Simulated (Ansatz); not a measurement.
**CaS: a single-point run**

Aim: a sound single-point run of CaS. The structure is shown as the input types it.

Program: Ansatz 0.2.0. Level of theory: density functional or hybrid calculation with the settings of its input, plane waves (as first typed). These are calculated values, not measurements.

5 further runs of the same task are left out: 1 for a known fault of the program, 4 that didn't finish.

## (1) The system as given

Symmetry: Fm-3m, No. 225, cubic system. The conventional cell has a = 5.696 Å, b = 5.696 Å, c = 5.696 Å, α = 90.00°, β = 90.00°, γ = 90.00°. Ca (site symmetry m-3m) is surrounded by 6 S at 2.85 Å. S (site symmetry m-3m) is surrounded by 6 Ca at 2.85 Å.

The input asks for a charge of +2 e on the cell.

As a file:

```xyz
2
Lattice="0.0000 2.8479 2.8479 2.8479 0.0000 2.8479 2.8479 2.8479 0.0000" Properties=species:S:1:pos:R:3 pbc="T T T"
Ca    0.0000    0.0000    0.0000
S     2.8479    2.8479    2.8479
```

## (2) Input and run

input.yaml reads:

```yaml
crystal:
  lattice:
    - [0.0, 2.8479451031, 2.8479451031]
    - [2.8479451031, 0.0, 2.8479451031]
    - [2.8479451031, 2.8479451031, 0.0]
  atoms:
    - { symbol: Ca, position: [0.0, 0.0, 0.0] }
    - { symbol: S, position: [0.5, 0.5, 0.5] }
kpoints:
  mp_grid: { grid: [6, 6, 6] }
hamiltonian:
  xc: r2scan
scf:
  occupations: { method: fixed }
  n_extra_bands: 4
  max_iter: 97
output:
  forces: true
  stress: true
  eigenvalues: true
total_charge: 2
```

Run with:

```console
ansatz run input.yaml --threads 4 --pin off --max-ram 3686MiB --backend cpu --events-out ev --progress --plain --runs-dir out
```

Q: Will this input give a usable result? If not, why, and what should change?

The program finished normally, with warnings (band overlap at count, metallic iterate, unresolved pair at count). It gives a pressure of 35 GPa, which is large; a structure far from rest gives such values too, whatever the setting.

Look at the input: total_charge is 2. The typed charge changes the electron count, so this is no longer the system that was meant.

To check: delete total_charge (the default then holds).
